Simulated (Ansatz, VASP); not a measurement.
**LiF in VASP and in Ansatz**

INCAR

```
PREC = Accurate
ENCUT = 520
EDIFF = 1E-6
ISMEAR = 0
SIGMA = 0.05
LREAL = F
LASPH = T
NELM = 80
ALGO = Normal
ISIF = 2
LWAVE = F
LCHARG = F
GGA = PE
NBANDS = 12
```

The input KPOINTS:

```
Automatic mesh
0
Gamma
  10 10 10
```

The input POSCAR:

```
LiF
1.0
    0.0000000000      2.1147000000      2.0643500000
    2.1147000000      0.0000000000      2.0643500000
    2.1147000000      2.1147000000      0.0000000000
Li F
1 1
Direct
    0.0000000000      0.0000000000      0.0000000000
    0.5000000000      0.5000000000      0.5000000000
```

Input for Ansatz:

```yaml
crystal:
  lattice:
    - [0.0, 2.1147, 2.06435]
    - [2.1147, 0.0, 2.06435]
    - [2.1147, 2.1147, 0.0]
  atoms:
    - { symbol: Li, position: [0.0, 0.0, 0.0] }
    - { symbol: F, position: [0.5, 0.5, 0.5] }
basis:
  ecutwfc: 420
kpoints:
  mp_grid: { grid: [10, 10, 10] }
hamiltonian:
  xc: pbe
scf:
  occupations: { method: gaussian, width: 0.05 }
output:
  forces: true
  stress: true
  eigenvalues: true
```

Change from the starting cell: strain +0.050 along x and y, +0.025 along z, atoms carried along.

Alike in both runs: task single point; functional PBE; k mesh 10 × 10 × 10; occupations gaussian, width 0.05 eV; no spin polarisation.

|  | VASP | Ansatz |
| --- | --- | --- |
| version | VASP 6.6.1 | Ansatz 0.2.0 |
| potentials or method | VASP PAW PBE potentials, release 64 (Li_sv, F) | scalar-relativistic, plane waves, PAW |
| plane-wave cutoff (eV) | 520 | 420 |
| valence electrons in the cell | 10 | 10 |

```csv
,VASP,Ansatz,Ansatz less VASP
gap on the k mesh at the Fermi level (eV),8.06,8.06,+0.001
least direct gap on the mesh (eV),8.06,8.06,+0.001
```

 A k mesh can miss the band edges.
